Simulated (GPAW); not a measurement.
HfO2:

```
Hf O
1.0
     3.55802    0.00000    0.00000
     0.00000    3.55802    0.00000
     0.00000    0.00000    5.17186
Hf O
2 4
Direct
  0.00000 0.00000 0.00000
  0.50000 0.50000 0.50000
  0.00000 0.50000 0.19721
  0.50000 0.00000 0.30279
  0.50000 0.00000 0.80279
  0.00000 0.50000 0.69721
```

Measurements of this composition are mostly on another form, of space group No. 14.

Base run:

```yaml
Program: GPAW 26.7.0
Functional: LDA
Potentials_or_basis: the program's PAW data sets (release 1.2.1) made for this functional
Cutoff: 800 eV
Basis: pw
k_mesh: 7 × 7 × 5
Occupations: fermi-dirac, width 0.05 eV
Spin: no spin polarisation
```

Its results: band gap on the k mesh 4.56 eV, indirect (least direct gap 4.63 eV); pressure -5.5 GPa; largest force 0.054 eV/Å.

Task: After a change of settings the same cell gave: band gap on the k mesh 4.80 eV, indirect (least direct gap 4.87 eV); pressure 14.9 GPa; largest force 0.323 eV/Å. Which change was it?
A. functional from LDA to PBE; potentials or basis from the program's PAW data sets (release 1.2.1) made for this functional to GPAW PAW data sets (gpaw-data 1.2.1)
B. functional from LDA to PBEsol; potentials or basis from the program's PAW data sets (release 1.2.1) made for this functional to PAW data sets generated in the run's folder for this functional
C. functional from LDA to revPBE
D. k mesh from 7 × 7 × 5 to 5 × 5 × 4

Result: C.

revPBE binds less tightly than LDA, so the same cell stands under more pressure.

Caveats: spin-orbit coupling is left out, which moves the levels of the heavy elements; an odd mesh through Γ misses points on the zone boundary, where band edges often lie.

Not every run made on this cell is shown here.
